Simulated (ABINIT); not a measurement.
A run of ABINIT 10.8.3 (patched build):

File run.abi:

```
# Datasets
ndtset 6

# Pseudopotentials
pp_dirpath "./"
pseudos "Rb.hgh, Br.hgh"

# Structure
acell 3*1.0
rprim
     0.0000000000     6.4760914291     6.4760914291
     6.4760914291     0.0000000000     6.4760914291
     6.4760914291     6.4760914291     0.0000000000
ntypat 2
znucl 37 35
natom 2
typat 1 2
xred
            0.0            0.0            0.0
            1/2            1/2            1/2

# Plane-wave basis
ecut 14.0

# k points
kptopt 1
ngkpt 3 3 3
nshiftk 1
shiftk 0.0 0.0 0.0
istwfk *1

# Exchange and correlation
ixc 7

# Bands and occupations
occopt 1

# SCF cycle
nstep 80
diemac 6.0

# Output
iomode 3
prteig 0
prtebands 0

# Dataset 1: ground state
nband1 4
tolvrs1 1.0e-12
prtden1 1
prtwf1 0

# Dataset 2: empty bands at fixed density
iscf2 -2
getden2 1
nband2 41
nbdbuf2 4
tolwfr2 1.0e-12
nstep2 120
prtden2 0

# Dataset 3: screening
optdriver3 3
getwfk3 2
nband3 37
ecuteps3 4.0
ecutwfn3 14.0
inclvkb3 2
gwcalctyp3 10

# Dataset 4: self-energy
optdriver4 4
getwfk4 2
nband4 37
ecuteps4 4.0
ecutsigx4 14.0
ecutwfn4 14.0
symsigma4 1
gwcalctyp4 10
getscr4 3
gw_qprange4 -10

# Dataset 5: self-energy
optdriver5 4
getwfk5 2
nband5 37
ecuteps5 4.0
ecutsigx5 14.0
ecutwfn5 14.0
symsigma5 1
gwcalctyp5 10
getscr5 3
getqps5 4
gw_qprange5 -10

# Dataset 6: self-energy
optdriver6 4
getwfk6 2
nband6 37
ecuteps6 4.0
ecutsigx6 14.0
ecutwfn6 14.0
symsigma6 1
gwcalctyp6 10
getscr6 3
getqps6 5
gw_qprange6 -10
```

Potentials or basis: HGH LDA.

Launch:

```sh
$ abinit run.abi > log 2>&1
```

Hardware: 1 thread of Arm Neoverse V1, with other jobs on the host.

Problem. Estimate the wall time of this run.

Solution. Run time: 99 s on 1 thread of Arm Neoverse V1 (shared host), peak memory 0.13 GiB. Counts: scf iterations 11, k points 4, bands 41, plane waves 1363.
